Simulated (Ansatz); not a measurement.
A crystal relaxed with r2SCAN in the plane-wave code Ansatz has space group Pm-3m (No. 221) and a = 3.996 Å.

| atom | site | x | y | z |
| --- | --- | --- | --- | --- |
| K | 1a | 0.0000 | 0.0000 | 0.0000 |
| Xx | 1b | 0.5000 | 0.5000 | 0.5000 |
| O | 3c | 0.5000 | 0.5000 | 0.0000 |

The r2SCAN gap is indirect, 1.95 eV (R to Γ), below the direct gap of 2.63 eV at Γ. The HSE06 gap is indirect, 2.81 eV (R to Γ), below the direct gap of 3.52 eV at Γ. PBE gives an indirect gap of 1.57 eV, from R to Γ; the least direct gap is 2.22 eV at Γ. Meshes: r2SCAN 6×6×6, HSE06 4×4×4, PBE 6×6×6. r2SCAN's ε∞ is 5.7 in all directions.

Question: Which element is Xx?
A. V
B. Ta
C. Nb
D. Sb

Answer: C. Xx is Nb: KNbO3, cubic perovskite. K has 12 O at 2.83 Å; Nb has 6 O at 2.00 Å; O has 2 Nb at 2.00 Å and 4 K at 2.83 Å.

Calculated for a static, non-magnetic cell.

Spin-orbit coupling is left out.

The meshes of the hybrids are coarse, so their gaps aren't converged to the digits shown.
